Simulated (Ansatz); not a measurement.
The system is CoO.

```
Co O
1.0
     1.50547    0.86918    2.43993
    -1.50547    0.86918    2.43993
     0.00000   -1.73837    2.43993
Co O
1 1
Direct
  0.00000 0.00000 0.00000
  0.50000 0.50000 0.50000
```

The cell is a database's computed one.

* Program: Ansatz 0.2.0
* Task: relaxation of cell and atoms
* Functional: revPBE
* Dispersion: D4
* Potentials or basis: Ansatz PAW
* Cutoff: 420 eV (not typed: the program's choice for these potentials)
* k mesh: 11 × 11 × 11
* Occupations: fermi-dirac, width 0.05 eV
* Spin: collinear spin, ferromagnetic start
* Starting moments: [2.0, 0.0] μB

At the start: volume 9.58 Å³/atom.

Question: How do energy, volume and symmetry change on relaxing?

Answer: It ends after 10 steps and the volume is 9.39 Å³/atom (-1.9 %); space group R-3m (No. 166, to 0.05 Å); moment 2.88 μB per cell.

Step by step:
```tsv
step	energy change (eV)	largest force (eV/Å)	volume (Å³)
1	0.0000	0.0000	19.16
2	-0.0017	0.0000	19.04
3	-0.0034	0.0000	18.89
4	-0.0055	0.0000	18.74
5	-0.0072	0.0000	18.41
6	-0.0098	0.0000	18.81
7	-0.0099	0.0000	18.80
8	-0.0100	0.0000	18.80
9	-0.0102	0.0000	18.79
10	-0.0102	0.0000	18.79
```

Final structure:
```
CELL_PARAMETERS angstrom
1.54074 0.88954 2.28468
-1.54074 0.88954 2.28468
0.00000 -1.77909 2.28468
ATOMIC_POSITIONS crystal
Co 0.00000 0.00000 0.00000
O 0.50000 0.50000 0.50000
```

Caveat: the plane-wave basis is chosen anew once the cell has moved, so the energies of steps on either side of that aren't comparable; the pressure holds a Pulay correction of +0.7 GPa for the finite cutoff; a cell with one magnetic atom can't hold antiferromagnetic order, which such compounds often take; pairwise dispersion overbinds metals, which lowers pressure and volume; the PAW data sets come from PBE, with cores solved anew for the run's functional, which leaves a small shift of forces and pressure.
